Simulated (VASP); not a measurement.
Li2O:

```
Li O
1.0
     0.00000    2.30500    2.30500
     2.30500    0.00000    2.30500
     2.30500    2.30500    0.00000
Li O
2 1
Cartesian
  1.1525 1.1525 1.1525
  3.4575 3.4575 3.4575
  0.0000 0.0000 0.0000
```

- Program: VASP 6.6.1
- Task: relaxation of cell and atoms
- Functional: LDA
- Potentials or basis: VASP PAW LDA potentials, release 64 (Li_sv, O)
- Cutoff: 600 eV
- k mesh: 10 × 10 × 10
- Occupations: gaussian, width 0.03 eV
- Spin: no spin polarisation

At the start: pressure -6.5 GPa; volume 8.16 Å³/atom.

Where does the relaxation end?

Over 4 steps the energy falls by 14.1 meV/atom and the volume is 7.52 Å³/atom (-7.9 %); space group Fm-3m (No. 225, to 0.05 Å).

The path:
```
step  energy change (eV)  largest force (eV/Å)  pressure (GPa)  volume (Å³)
   1              0.0000                0.0000           -6.54        24.49
   2             -0.0349                0.0000           -2.92        23.33
   3             -0.0421                0.0000           -0.27        22.63
   4             -0.0422                0.0000            0.00        22.56
```

Final structure:
```xyz
3
Lattice="0.0000 2.2427 2.2427 2.2427 0.0000 2.2427 2.2427 2.2427 0.0000" Properties=species:S:1:pos:R:3 pbc="T T T"
Li    1.1214    1.1214    1.1214
Li    3.3641    3.3641    3.3641
O     0.0000    0.0000    0.0000
```

Caveat: the cutoff is under 1.25 times the usual one of these potentials, so pressure, stress and relaxed cells hold a basis-set (Pulay) error.
